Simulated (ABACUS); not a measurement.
# Ni: single point with RPBE

Ni:

```xyz
1
Lattice="0.0000 1.7376 1.7376 1.7376 0.0000 1.7376 1.7376 1.7376 0.0000" Properties=species:S:1:pos:R:3 pbc="T T T"
Ni    0.0000    0.0000    0.0000
```

```yaml
Program: ABACUS 3.10.1
Task: single point
Functional: RPBE
Potentials_or_basis: GBRV ultrasoft 1.5 PBE
Cutoff: 544 eV
Density_cutoff: 4354 eV
Basis: plane waves
k_mesh: 10 × 10 × 10
Occupations: fermi-dirac, width 0.05 eV
Spin: collinear spin, ferromagnetic start
Starting_moments: "[1.0] μB"
Radial_cutoff_of_the_potentials_pseudo_rcut: 10 bohr
SCF_threshold_on_the_density: 1e-08
Max_SCF_steps: 100
Eigensolver: dav
Mixing: broyden
Mixing_share: 0.4
Symmetry_key: 1
```

```json
{"Pressure": "4.7 GPa", "Band gap on the k mesh": "none (metal or under the smearing width)", "Net moment": "0.00 μB per cell", "Absolute moment": "0.00 μB per cell"}
```

Levels at points of the mesh, in eV from the Fermi level:
Spin up:
| k point | band 7 | band 8 | band 9 | band 10 | band 11 | band 12 |
| --- | --- | --- | --- | --- | --- | --- |
| (0.00, 0.00, 0.00) | -1.97 | -1.97 | -0.81 | -0.81 | 23.80 | 28.15 |
| (0.50, 0.50, 0.50) | -2.03 | -0.31 | -0.03 | -0.03 | 6.28 | 22.31 |
| (0.50, 0.50, 0.00) | -0.05 | 0.17 | 0.17 | 2.54 | 9.77 | 15.25 |
Spin down:
```csv
k point,band 7,band 8,band 9,band 10,band 11,band 12
"(0.00, 0.00, 0.00)",-1.97,-1.97,-0.81,-0.81,23.80,28.15
"(0.50, 0.50, 0.50)",-2.03,-0.31,-0.03,-0.03,6.28,22.31
"(0.50, 0.50, 0.00)",-0.05,0.17,0.17,2.54,9.77,15.25
```

It took 6.5 s on 4 MPI ranks on Intel(R) Xeon(R) Platinum 8488C (Sapphire Rapids), with other jobs on the host, peak memory 0.32 GiB a rank.

Caveat: the potentials were made for another functional, which shifts forces and pressure.
